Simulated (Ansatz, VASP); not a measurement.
## Pt in two plane-wave programs

Aim: how closely do two programs agree when they are given the same cell, functional and k mesh? The cell is taken from a series of runs on this material, whose earlier steps may have relaxed, scaled, displaced or heated it; both programs get it as it stands.

Method: plane waves, with VASP 6.6.1 beside it; relaxation of cell and atoms at r2SCAN with rVV10, in Ansatz 0.2.0.

## (1) The starting structure

It takes space group Fm-3m (No. 225, cubic). The conventional cell has a = 3.922 Å, b = 3.922 Å, c = 3.922 Å, α = 90.00°, β = 90.00°, γ = 90.00°. Pt has 12 Pt at 2.77 Å nearest.

Structure file:

```xyz
1
Lattice="0.0000 1.9609 1.9609 1.9609 0.0000 1.9609 1.9609 1.9609 0.0000" Properties=species:S:1:pos:R:3 pbc="T T T"
Pt    0.0000    0.0000    0.0000
```

## (2) VASP: relaxation of cell and atoms, r2SCAN with rVV10

The relaxed volume is the usual yardstick between codes: in a stiff, nearly cubic crystal its relative difference is about their pressure difference at one cell divided by the bulk modulus.

Lines of VASP's logs that name or quote its potential files are left out, and so is its time.

File INCAR:

```
SYSTEM = Pt
PREC = Accurate
ENCUT = 550
EDIFF = 1E-07
NELM = 120
ISMEAR = 0
SIGMA = 0.1
LREAL = .FALSE.
ALGO = Normal
METAGGA = R2SCAN
LUSE_VDW = .TRUE.
IVDW_NL = 2
BPARAM = 11.95
CPARAM = 0.0093
LASPH = .TRUE.
NBANDS = 11
LORBIT = 11
LWAVE = .FALSE.
LCHARG = .FALSE.
ISIF = 3
IBRION = 2
NSW = 80
EDIFFG = -0.005
GGA_COMPAT = .FALSE.
NELMIN = 4
LMIXTAU = .TRUE.
```

File POSCAR:

```
Pt
1.0
    0.0000000000      1.9609000000      1.9609000000
    1.9609000000      0.0000000000      1.9609000000
    1.9609000000      1.9609000000      0.0000000000
Pt
1
Direct
    0.0000000000      0.0000000000      0.0000000000
```

File KPOINTS:

```
Automatic mesh
0
Gamma
18 18 18
0 0 0
```

Potentials, in the order of the species: Pt (PBE family, release 64).

Started as:

```bash
mpirun -np 1 vasp_std
```

Numbers of over 12 decimals in the logs are rounded to 6 here.

The program printed:

```text
[banner, memory and clock lines left out]
running    1 mpi-ranks, on    1 nodes
 distrk:  each k-point on    1 cores,    1 groups
 distr:  one band on    1 cores,    1 groups

 POSCAR found type information on POSCAR Pt
 POSCAR found :  1 types and       1 ions
|                                                                             |
|               ----> ADVICE to this user running VASP <----                  |
|                                                                             |
|     You have switched on vdW-DFT.                                           |
|     This routine was written and supplied by Jiri Klimes. We recommend      |
|     that you carefully read and cite the following publications:            |
|       J. Klimes, D.R. Bowler, A. Michelides                                 |
|          J. Phys.: Cond Matt. 22 022201 (2010)                              |
|       J. Klimes, D.R. Bowler, A. Michelides                                 |
|          Phys. Rev. B. 83, 195131 (2011)                                    |
|     and references therein.                                                 |
|                                                                             |

|                                                                             |
|               ----> ADVICE to this user running VASP <----                  |
|                                                                             |
|     You enforced a specific xc type in the INCAR file but a different       |
|     [... a line on the potential file left out ...]
|     I HOPE YOU KNOW WHAT YOU ARE DOING!                                     |
|                                                                             |

 LDA part: xc-table for (None), standard interpolation
 POSCAR, INCAR and KPOINTS ok, starting setup
 FFT: planning ... GRIDC
 FFT: planning ... GRID_SOFT
 FFT: planning ... GRID
 WAVECAR not read
 entering main loop
       N       E                     dE             d eps       ncg     rms          rms(c)
Total rVV10 correction in eV:      0.1692386    12.3304379
DAV:   1    -0.510182866257E+01   -0.51018E+01   -0.56840E+03  4338   0.915E+02
DAV:   2    -0.539722338132E+02   -0.48870E+02   -0.46823E+02  4851   0.186E+02
DAV:   3    -0.546255119160E+02   -0.65328E+00   -0.64967E+00  5044   0.207E+01
DAV:   4    -0.546283515137E+02   -0.28396E-02   -0.28393E-02  4976   0.160E+00
DAV:   5    -0.546283765682E+02   -0.25054E-04   -0.25053E-04  5095   0.138E-01    0.134E+01
Total rVV10 correction in eV:      0.1545127    12.3304379
DAV:   6    -0.509019986360E+02    0.37264E+01   -0.32439E+00  4611   0.135E+01    0.637E+00
Total rVV10 correction in eV:      0.1543940    12.3304379
DAV:   7    -0.512209544121E+02   -0.31896E+00   -0.55509E-01  4383   0.366E+00    0.455E+00
Total rVV10 correction in eV:      0.1484123    12.3304379
DAV:   8    -0.513145833597E+02   -0.93629E-01   -0.27773E-01  4404   0.300E+00    0.876E-01
Total rVV10 correction in eV:      0.1495933    12.3304379
DAV:   9    -0.513444373739E+02   -0.29854E-01   -0.33265E-02  4542   0.113E+00    0.183E-01
Total rVV10 correction in eV:      0.1498949    12.3304379
DAV:  10    -0.513472141470E+02   -0.27768E-02   -0.42331E-03  4707   0.412E-01    0.718E-02
Total rVV10 correction in eV:      0.1498332    12.3304379
DAV:  11    -0.513469749512E+02    0.23920E-03   -0.20494E-04  4674   0.119E-01    0.949E-02
Total rVV10 correction in eV:      0.1497156    12.3304379
DAV:  12    -0.513476398642E+02   -0.66491E-03   -0.38134E-04  4491   0.104E-01    0.422E-03
Total rVV10 correction in eV:      0.1497068    12.3304379
DAV:  13    -0.513476408075E+02   -0.94333E-06   -0.19063E-05  4674   0.301E-02    0.941E-03
Total rVV10 correction in eV:      0.1497180    12.3304379
DAV:  14    -0.513476412084E+02   -0.40086E-06   -0.13352E-06  4829   0.869E-03    0.426E-03
Total rVV10 correction in eV:      0.1497257    12.3304379
DAV:  15    -0.513476459020E+02   -0.46936E-05   -0.31924E-06  4431   0.112E-02    0.333E-04
Total rVV10 correction in eV:      0.1497249    12.3304379
DAV:  16    -0.513476460906E+02   -0.18863E-06   -0.12309E-07  4264   0.297E-03    0.325E-04
Total rVV10 correction in eV:      0.1497249    12.3304379
DAV:  17    -0.513476460908E+02   -0.20611E-09   -0.56081E-09  2328   0.646E-04
Total rVV10 correction in eV:      0.1497256    12.3304379
Total rVV10 correction in eV:      0.1497251    12.3304379
   1 F= -.51347646E+02 E0= -.51342576E+02  d E =-.513476E+02
 curvature:   0.00 expect dE= 0.000E+00 dE for cont linesearch  0.000E+00
 trial: gam= 0.00000 g(F)=  0.000E+00 g(S)=  0.999E-02 ort = 0.000E+00 (trialstep = 0.100E+01)
 search vector abs. value=  0.999E-02
 bond charge predicted
       N       E                     dE             d eps       ncg     rms          rms(c)
Total rVV10 correction in eV:      0.1503703    12.3304379
DAV:   1    -0.514589789935E+02   -0.11133E+00   -0.25740E+00  4485   0.150E+01    0.223E+00
Total rVV10 correction in eV:      0.1562008    12.3304381
DAV:   2    -0.513306652104E+02    0.12831E+00   -0.44544E-01  4416   0.446E+00    0.899E-01
Total rVV10 correction in eV:      0.1569010    12.3304381
DAV:   3    -0.513365646601E+02   -0.58994E-02   -0.11699E-02  4614   0.961E-01    0.751E-01
Total rVV10 correction in eV:      0.1576989    12.3304381
DAV:   4    -0.513320479475E+02    0.45167E-02   -0.50800E-02  4430   0.115E+00    0.371E-01
Total rVV10 correction in eV:      0.1568249    12.3304381
DAV:   5    -0.513384462747E+02   -0.63983E-02   -0.18382E-02  4353   0.774E-01    0.330E-02
Total rVV10 correction in eV:      0.1567542    12.3304381
DAV:   6    -0.513384900875E+02   -0.43813E-04   -0.13352E-04  4872   0.107E-01    0.105E-02
Total rVV10 correction in eV:      0.1567275    12.3304381
DAV:   7    -0.513385154021E+02   -0.25315E-04   -0.10636E-05  4655   0.333E-02    0.800E-03
Total rVV10 correction in eV:      0.1566990    12.3304381
DAV:   8    -0.513385197395E+02   -0.43374E-05   -0.58413E-07  4761   0.840E-03    0.282E-03
Total rVV10 correction in eV:      0.1566946    12.3304381
DAV:   9    -0.513385202023E+02   -0.46282E-06   -0.50678E-07  4524   0.543E-03    0.103E-03
Total rVV10 correction in eV:      0.1566940    12.3304381
DAV:  10    -0.513385202046E+02   -0.22181E-08   -0.11853E-08  2274   0.104E-03
Total rVV10 correction in eV:      0.1566930    12.3304381
Total rVV10 correction in eV:      0.1566947    12.3304381
   2 F= -.51338520E+02 E0= -.51333170E+02  d E =0.912589E-02
 trial-energy change:    0.009126  1 .order    0.008727   -0.009994    0.027448
 step:   0.2548(harm=  0.2669)  dis= 0.00000  next Energy=   -51.348913 (dE=-0.127E-02)
 bond charge predicted
       N       E                     dE             d eps       ncg     rms          rms(c)
Total rVV10 correction in eV:      0.1562141    12.3304381
DAV:   1    -0.514139741663E+02   -0.75454E-01   -0.14075E+00  4485   0.111E+01    0.177E+00
Total rVV10 correction in eV:      0.1519771    12.3304379
DAV:   2    -0.513456140570E+02    0.68360E-01   -0.21475E-01  4428   0.321E+00    0.527E-01
Total rVV10 correction in eV:      0.1513369    12.3304379
DAV:   3    -0.513476014265E+02   -0.19874E-02   -0.70478E-03  4623   0.767E-01    0.461E-01
Total rVV10 correction in eV:      0.1510841    12.3304379
DAV:   4    -0.513487092342E+02   -0.11078E-02   -0.54637E-03  5214   0.387E-01    0.224E-01
Total rVV10 correction in eV:      0.1515004    12.3304379
DAV:   5    -0.513488390308E+02   -0.12980E-03   -0.50715E-04  4979   0.189E-01    0.197E-02
Total rVV10 correction in eV:      0.1514542    12.3304379
DAV:   6    -0.513488666269E+02   -0.27596E-04   -0.12016E-04  4440   0.966E-02    0.981E-03
Total rVV10 correction in eV:      0.1514639    12.3304379
DAV:   7    -0.513488833649E+02   -0.16738E-04   -0.66443E-06  4485   0.251E-02    0.723E-03
Total rVV10 correction in eV:      0.1514989    12.3304379
DAV:   8    -0.513488842655E+02   -0.90064E-06   -0.42424E-06  4982   0.155E-02    0.563E-04
Total rVV10 correction in eV:      0.1514984    12.3304379
DAV:   9    -0.513488846263E+02   -0.36077E-06   -0.78173E-08  4314   0.313E-03    0.377E-04
Total rVV10 correction in eV:      0.1514984    12.3304379
DAV:  10    -0.513488846372E+02   -0.10933E-07   -0.88919E-10  2229   0.330E-04
Total rVV10 correction in eV:      0.1514984    12.3304379
Total rVV10 correction in eV:      0.1514978    12.3304379
   3 F= -.51348885E+02 E0= -.51343744E+02  d E =-.123855E-02
 curvature:  -0.13 expect dE=-0.109E-07 dE for cont linesearch -0.109E-07
 trial: gam= 0.00000 g(F)=  0.147E-64 g(S)=  0.819E-07 ort =-0.286E-04 (trialstep = 0.851E+00)
 search vector abs. value=  0.820E-07
 reached required accuracy - stopping structural energy minimisation
```

Parts of OUTCAR (step 2):

```text
ion  position               nearest neighbor table
   1  0.000  0.000  0.000-

  LATTYP: Found a face centered cubic cell.
 ALAT       =     3.9218000000

 Subroutine GETGRP returns: Found 48 space group operations
 (whereof 48 operations were pure point group operations)

The static configuration has the point symmetry O_h .

 Found    195 irreducible k-points:

   k-points           NKPTS =    195   k-points in BZ     NKDIM =    195   number of bands    NBANDS=     11

   dimension x,y,z NGX =    24 NGY =   24 NGZ =   24
   dimension x,y,z NGXF=    48 NGYF=   48 NGZF=   48

   ENCUT  =  550.0 eV  40.42 Ry    6.36 a.u.   5.30  5.30  5.30*2*pi/ulx,y,z

   NELECT =      10.0000    total number of electrons

 k-points in reciprocal lattice and weights: Automatic mesh
   0.00000000  0.00000000  0.00000000       0.000
   0.05555556  0.00000000  0.00000000       0.001
   0.11111111  0.00000000  0.00000000       0.001
   0.16666667  0.00000000  0.00000000       0.001
   0.22222222  0.00000000  0.00000000       0.001
   0.27777778  0.00000000  0.00000000       0.001
   0.33333333  0.00000000  0.00000000       0.001
   0.38888889  0.00000000  0.00000000       0.001
   0.44444444  0.00000000  0.00000000       0.001
[...]
-0.27777778  0.44444444  0.22222222       0.004
  -0.27777778  0.50000000  0.22222222       0.002

 average (electrostatic) potential at core
       1 -68.5522

 E-fermi :  10.8304

 k-point     1 :       0.0000    0.0000    0.0000
  band No.  band energies     occupation
    ...
      2       6.9687      2.00000
      3       6.9687      2.00000
      4       6.9687      2.00000
      5       9.1032      2.00000
      6       9.1032      2.00000
      7      26.3136      0.00000
      8      31.4260      0.00000
      9      31.4260      0.00000
     10      31.4260      0.00000
     11      37.2516      0.00000

 k-point     2 :       0.0556    0.0000    0.0000
  band No.  band energies     occupation
    ...
      2       6.9116      2.00000
      3       7.0200      2.00000
      4       7.0200      2.00000
      5       9.0750      2.00000
      6       9.0750      2.00000
      7      26.5106      0.00000
      8      30.7553      0.00000
      9      31.6194      0.00000
     10      31.6194      0.00000
     11      37.9775      0.00000

 k-point     3 :       0.1111    0.0000    0.0000
  band No.  band energies     occupation
    ...
      2       6.7653      2.00000
      3       7.1534      2.00000
      4       7.1534      2.00000
      5       9.0159      2.00000
      6       9.0159      2.00000
      7      27.0441      0.00000
      8      29.3181      0.00000
      9      32.1807      0.00000
     10      32.1807      0.00000
     11      38.5803      0.00000

  Total       -0.0007521     -0.0007521     -0.0007521     -0.0000000     -0.0000000     -0.0000000
  in kB       -0.0791360     -0.0791360     -0.0791360     -0.0000000     -0.0000000     -0.0000000
  external PRESSURE =      -0.0791360 kB  Pullay stress =       0.0000000 kB

  energy-cutoff  :      550.00
  volume of cell :       15.23
      direct lattice vectors                 reciprocal lattice vectors
     0.000000000  1.967233581  1.967233581    -0.254164022  0.254164022  0.254164022
     1.967233581  0.000000000  1.967233581     0.254164022 -0.254164022  0.254164022
     1.967233581  1.967233581 -0.000000000     0.254164022  0.254164022 -0.254164022

 POSITION                                       TOTAL-FORCE (eV/Angst)
 -----------------------------------------------------------------------------------
      0.00000      0.00000      0.00000        -0.000000      0.000000     -0.000000
 -----------------------------------------------------------------------------------
    total drift:                               -0.000000      0.000000      0.000000

  FREE ENERGIE OF THE ION-ELECTRON SYSTEM (eV)
  ---------------------------------------------------
  free  energy   TOTEN  =       -51.3488846372 eV

  energy  without entropy=      -51.3386030455  energy(sigma->0) =      -51.34374384

 reached required accuracy - stopping structural energy minimisation

 total charge
# of ion       s       p       d       tot
------------------------------------------
    1        0.633   0.592   8.045   9.270

[... 3 further parts left out ...]
```

The run keeps the 48 symmetry operations of its start, so it cannot find a distortion of lower symmetry.

[end of part 1 of 2]

[Lines on the potential files, build, host, timing and source positions are cut from VASP's logs without a mark.]

[Logs are printed without paths, hosts, clocks, repeated set-up lines and the standing remarks that a program may print on its own settings, such as how far it seeks lower states.]

[Hosts, paths, dates, database ids (printed as entryN), source tags and the programs' standing remarks are cut or masked in the printed files.]
